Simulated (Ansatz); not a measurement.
Ag: symmetry broken, then relaxed

Level of theory: Ansatz, DFT PBE, scalar-relativistic, plane waves, PAW. Cutoff 420 eV, Γ-centred 14×14×14 k-points, Gaussian smearing of 0.15 eV. No spin polarisation. Energies are free energies at this smearing, counted from the undisturbed cell; pressure is positive in compression.

The starting cell (relaxed at this level):

```yaml
crystal:
  lattice:
    - [0.00000, 2.07360, 2.07360]
    - [2.07360, 0.00000, 2.07360]
    - [2.07360, 2.07360, 0.00000]
  atoms:
    - { symbol: Ag, position: [0.00000, 0.00000, 0.00000] }
```

The cell is strained by (-0.0009, 0.0038, -0.0029, 0.0088, 0.0097, 0.0078) (xx, yy, zz, yz, xz, xy; engineering shear). Cell and atoms are then relaxed.

**Question.** Does the relaxation return to the undisturbed structure?

**Answer.** Yes (up to a choice of domain or origin): same space group and volume, and an energy 0.0 meV/atom from it. The disturbance itself cost 0.6 meV/atom. The final space group reads Fm-3m (tolerance 0.05 Å) and the volume changes by 0.07 %.

Final structure:

```yaml
crystal:
  lattice:
    - [-0.00010, 2.07424, 2.07380]
    - [2.07396, -0.00009, 2.07380]
    - [2.07397, 2.07424, -0.00011]
  atoms:
    - { symbol: Ag, position: [0.00000, 0.00000, 0.00000] }
```

The relaxation, step by step (energy from the first step; small jumps at an unchanged geometry come where the plane waves are selected anew for the new cell):

| step | ΔE (meV/atom) | largest force component (eV/Å) | pressure (GPa) |
| --- | --- | --- | --- |
| 1 | 0.0 | 0.000 | 0.09 |
| 2 | -0.5 | 0.000 | -0.05 |
| 3 | -0.6 | 0.000 | 0.14 |
| 4 | -0.6 | 0.000 | 0.00 |
| 5 | -0.6 | 0.000 | 0.00 |